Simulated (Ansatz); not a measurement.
Ta:

```
Ta
1.0
     2.90037    0.00000    0.00000
    -1.45019    2.51180    0.00000
     0.00000    0.00000    5.16627
Ta
2
Direct
  0.33333 0.66667 0.25000
  0.66667 0.33333 0.75000
```

This isn't the form of Ta at room conditions, which is bcc.

Base run:

```yaml
Program: Ansatz 0.2.0
Functional: PBE
Potentials_or_basis: all-electron LAPW, scalar-relativistic
Cutoff: 252 eV (chosen from the basis error)
Basis_error_allowed: 0.001 eV/atom
k_mesh: 11 × 11 × 5
Occupations: gaussian, width 0.02 eV
Spin: no spin polarisation
```

Its results: band gap on the k mesh none (metal or under the smearing width); pressure -1.0 GPa.

Question: The run is repeated on the same cell with these changes: functional from PBE to LDA; occupations from gaussian, width 0.02 eV to gaussian, width 0.1 eV. What comes out?

Answer: Band gap on the k mesh none (metal or under the smearing width); pressure -12.0 GPa.
